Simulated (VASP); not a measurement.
# Pt (Fd-3m) in VASP: notebook, part 2 of 2

VASP 6.6.1.

### Step 4. Single point, PBE

This run uses another cell than the first one: it holds 1 atom, not 2.

File INCAR:

```
PREC     = Accurate       # precision mode
ENCUT    = 520            # plane-wave cutoff, eV
EDIFF    = 1E-6           # SCF threshold, eV
ISMEAR   = 0              # smearing method
SIGMA    = 0.1            # smearing width, eV
LREAL    = F              # projectors in reciprocal space
LASPH    = T              # aspherical terms in the spheres
NELM     = 100            # most SCF steps
ALGO     = Fast           # electronic algorithm
ISIF     = 2              # what is computed and relaxed
LWAVE    = F              # write WAVECAR
LCHARG   = T              # write CHGCAR
GGA      = PE             # functional
LELF     = T              # ELF
LVHAR    = T            
NBANDS   = 11             # bands
```

File KPOINTS:

```
Automatic mesh
0
Gamma
  8 8 8
```

File POSCAR:

```
Pt
1.0
   -1.3931646063      1.3931646063      2.1194967117
    1.3931646063     -1.3931646063      2.1194967117
    1.3931646063      1.3931646063     -2.1194967117
Pt
1
Direct
    0.0000000000      0.0000000000      0.0000000000
```

Potentials or basis: VASP PAW PBE potentials, release 64 (Pt).

Launch:

```console
> cat potpaw_PBE.64/Pt/POTCAR > POTCAR
> mpirun -np 1 vasp_std > vasp.out
```

OUTCAR:

```text
PREC = Accurate
   ENCUT = 520
   EDIFF = 1E-6
   ISMEAR = 0
   LREAL = F
   LASPH = T
   NELM = 100
   ISIF = 2
   GGA = PE

 ion  position               nearest neighbor table
   1  0.000  0.000  0.000-

  LATTYP: Found a body centered tetragonal cell.
 ALAT       =     2.7863292126
 C/A-ratio  =     1.5213541186

  Lattice vectors:

 A1 = (  -1.3931646063,   1.3931646063,   2.1194967117)
 A2 = (   1.3931646063,  -1.3931646063,   2.1194967117)
 A3 = (   1.3931646063,   1.3931646063,  -2.1194967117)

Analysis of symmetry for initial positions (statically):
=====================================================================
 Subroutine PRICEL returns:
 Original cell was already a primitive cell.

 Routine SETGRP: Setting up the symmetry group for a
 body centered tetragonal supercell.

 Subroutine GETGRP returns: Found 16 space group operations
 (whereof 16 operations were pure point group operations)
 out of a pool of 16 trial point group operations.

The static configuration has the point symmetry D_4h.

Analysis of symmetry for dynamics (positions and initial velocities):
[... 167 lines left out ...]
 k-point     1 :       0.0000    0.0000    0.0000
  band No.  band energies     occupation
      1       0.3961      2.00000
      2       5.8625      2.00000
      3       6.6470      2.00000
      4       6.6470      2.00000
      5       7.7360      2.00000
      6       8.6520      2.00000
      7      24.5942      0.00000
      8      27.9721      0.00000
      9      29.5108      0.00000
     10      29.5108      0.00000
     11      34.1285      0.00000
[... 309 lines left out ...]
 k-point    24 :       0.3750    0.1250    0.1250
  band No.  band energies     occupation
      1       4.3838      2.00000
      2       5.5207      2.00000
      3       6.7010      2.00000
      4       7.2212      2.00000
      5       9.5485      1.26198
      6      13.8268      0.00000
      7      14.8009      0.00000
      8      24.1715      0.00000
      9      24.7691      0.00000
     10      27.3467      0.00000
     11      34.3825      0.00000

 [... further k-points ...]

------------------------ aborting loop because EDIFF is reached ----------------------------------------

  FORCE on cell =-STRESS in cart. coord.  units (eV):
  Direction    XX          YY          ZZ          XY          YZ          ZX
  --------------------------------------------------------------------------------------
  -------------------------------------------------------------------------------------
  Total       -0.8069015     -0.8069015     -1.7307102      0.0000000      0.0000000      0.0000000
  in kB      -78.5657980    -78.5657980   -168.5145254      0.0000000      0.0000000      0.0000000
  external PRESSURE =    -108.5487072 kB  Pullay stress =       0.0000000 kB

 VOLUME and BASIS-vectors are now :
 -----------------------------------------------------------------------------
  energy-cutoff  :      520.00
  volume of cell :       16.45
      direct lattice vectors                 reciprocal lattice vectors
    -1.393164606  1.393164606  2.119496712     0.000000000  0.358895135  0.235905060
     1.393164606 -1.393164606  2.119496712     0.358895135  0.000000000  0.235905060
     1.393164606  1.393164606 -2.119496712     0.358895135  0.358895135  0.000000000

 POSITION                                       TOTAL-FORCE (eV/Angst)
 -----------------------------------------------------------------------------------
      0.00000      0.00000      0.00000         0.000000     -0.000000      0.000000
 -----------------------------------------------------------------------------------
    total drift:                               -0.000000      0.000000      0.000000

  FREE ENERGIE OF THE ION-ELECTRON SYSTEM (eV)
  ---------------------------------------------------
  free  energy   TOTEN  =        -6.0303207580 eV

  energy  without entropy=       -6.0174160100  energy(sigma->0) =       -6.02386838
```

OSZICAR:

```text
N       E                     dE             d eps       ncg     rms          rms(c)
DAV:   1     0.378241166407E+02    0.37824E+02   -0.52270E+03  1362   0.832E+02
DAV:   2    -0.587633941148E+01   -0.43700E+02   -0.41540E+02  1475   0.170E+02
DAV:   3    -0.642737998001E+01   -0.55104E+00   -0.54921E+00  1510   0.182E+01
DAV:   4    -0.642972031168E+01   -0.23403E-02   -0.23402E-02  1510   0.139E+00
DAV:   5    -0.642974051703E+01   -0.20205E-04   -0.20207E-04  1487   0.121E-01    0.996E+00
RMM:   6    -0.606410955436E+01    0.36563E+00   -0.40865E-01  1301   0.538E+00    0.526E+00
RMM:   7    -0.603326316581E+01    0.30846E-01   -0.65965E-02  1356   0.234E+00    0.239E+00
RMM:   8    -0.603200148516E+01    0.12617E-02   -0.13460E-02  1343   0.942E-01    0.913E-01
RMM:   9    -0.603032061345E+01    0.16809E-02   -0.25624E-03  1422   0.419E-01    0.997E-02
RMM:  10    -0.603032015302E+01    0.46043E-06   -0.22309E-04  1409   0.122E-01    0.240E-02
RMM:  11    -0.603032013796E+01    0.15057E-07   -0.15921E-05  1467   0.326E-02    0.743E-03
RMM:  12    -0.603032075800E+01   -0.62003E-06   -0.44857E-06  1341   0.167E-02
   1 F= -.60303208E+01 E0= -.60238684E+01  d E =-.129047E-01
```

Run time: 7.6 s. Hardware: 1 thread of Intel Xeon Platinum 8488C (Sapphire Rapids), shared host; peak memory 0.14 GiB.

Results:

```
Free energy            : -6.0303 eV
Pressure               : -10.9 GPa
Band gap on the k mesh : none (metal or under the smearing width)
```

Caveat: the k mesh is coarse (spacing up to 0.40 Å⁻¹), so the values aren't converged.

### Step 5. Single point, PBE

This run uses another cell than the first one: it holds 8 atoms, not 2.

File INCAR:

```
SYSTEM = Pt
  PREC = Accurate
  ENCUT = 520
  EDIFF = 1E-6
  ISMEAR = 0
  SIGMA = 0.1
  LREAL = .False.
  LASPH = .True.
  NELM = 100
  ALGO = Fast
  ISIF = 2
  LWAVE = .False.
  LCHARG = .True.
  GGA = PE
  LELF = .True.
  LVHAR = .True.
  NBANDS = 50
```

File KPOINTS:

```
regular mesh
0
Gamma
  4 4 4
  0 0 0
```

File POSCAR:

```
Pt
1.0
    4.9236037767     -3.4798820670      0.0000000000
    4.9236037767      3.4798820670      0.0000000000
   -2.0315147487      0.0000000000      4.1104493000
Pt
8
Direct
    0.8260000000      0.8260000000      0.1740000000
    0.1740000000      0.1740000000      0.8260000000
    0.2480000000      0.2480000000      0.1860000000
    0.7520000000      0.7520000000      0.8140000000
    0.7691000000      0.3029000000      0.1810000000
    0.6971000000      0.2309000000      0.8190000000
    0.2309000000      0.6971000000      0.8190000000
    0.3029000000      0.7691000000      0.1810000000
```

Launch:

```console
> cat potpaw_PBE.64/Pt/POTCAR > POTCAR
> mpirun -np 1 vasp_std > vasp.out
```

It took 81 s on 1 thread of Intel Xeon 6975P-C (Granite Rapids), shared host; peak memory 0.32 GiB.

Results (log left out):

- Free energy: 56.4683 eV
- Pressure: 166.8 GPa
- Largest force: 75.774 eV/Å
- Band gap on the k mesh: none (metal or under the smearing width)

Forces in eV/Å, atoms in the order of the input:
```
Pt   -1.367   0.000  75.373
Pt    1.367   0.000 -75.373
Pt    0.428   0.000  75.773
Pt   -0.428   0.000 -75.773
Pt   -1.440   1.050  74.258
Pt    1.440   1.050 -74.258
Pt    1.440  -1.050 -74.258
Pt   -1.440  -1.050  74.258
```

Stress tensor (GPa, compression positive):
```
  6.50   0.00  -5.23
  0.00   5.27   0.00
 -5.23   0.00 488.49
```

Levels at points of the mesh, in eV from the Fermi level:
| k point | band 36 | band 37 | band 38 | band 39 | band 40 | band 41 | band 42 | band 43 | band 44 | band 45 |
| --- | --- | --- | --- | --- | --- | --- | --- | --- | --- | --- |
| (0.00, 0.00, 0.00) | -0.95 | -0.72 | -0.69 | -0.27 | 0.08 | 0.09 | 0.35 | 0.60 | 0.86 | 0.87 |
| (0.50, 0.00, 0.00) | -0.93 | -0.71 | -0.57 | -0.13 | -0.02 | 0.25 | 0.38 | 0.43 | 0.44 | 1.30 |
| (0.50, 0.50, 0.00) | -1.49 | -0.83 | -0.82 | -0.80 | 0.07 | 0.10 | 0.51 | 0.68 | 0.72 | 2.54 |
| (0.00, 0.00, 0.50) | -1.31 | -0.94 | -0.91 | -0.80 | -0.77 | -0.59 | 0.89 | 0.95 | 0.98 | 1.20 |
| (0.50, 0.00, 0.50) | -1.67 | -1.53 | -1.51 | -0.66 | -0.39 | 0.45 | 0.70 | 1.09 | 1.25 | 1.36 |
| (0.50, 0.50, 0.50) | -1.59 | -1.42 | -1.41 | -0.63 | -0.63 | 0.11 | 0.23 | 0.66 | 0.66 | 2.12 |

Caveat: the k mesh is coarse (spacing up to 0.38 Å⁻¹), so the values aren't converged; a pressure of tens of GPa on the cell as given is suspect, and the run, the potentials or the cell itself is likely at fault; forces of over 1 eV/Å show positions far from the minimum, so gaps and moduli don't describe the material at rest.

### Step 6. Summary

```tsv
task	cell	k mesh	cutoff (eV)	mesh quality	gap on the mesh (eV)	pressure (GPa)
single point	Fd-3m, 24.07 Å³/atom	16 × 16 × 16	520	not flagged	none	-0.4
relaxation of cell and atoms	relaxed	16 × 16 × 16	600	not flagged	none	0.0
single point	I4/mmm, 16.45 Å³/atom	8 × 8 × 8	520	coarse	none	-10.9
single point	C2/m, 17.61 Å³/atom	4 × 4 × 4	520	coarse	none	166.8
```

Alike in all rows: level PBE; potentials or basis VASP PAW PBE potentials, release 64 (Pt); no spin polarisation; smearing gaussian 0.1 eV.

Caveats: some runs use coarse meshes; a pressure of tens of GPa on the cell as given is suspect, and the run, the potentials or the cell itself is likely at fault (some runs); forces of over 1 eV/Å show positions far from the minimum, so gaps and moduli don't describe the material at rest (some runs).

Absolute energies hang on the potentials; compare differences alone.
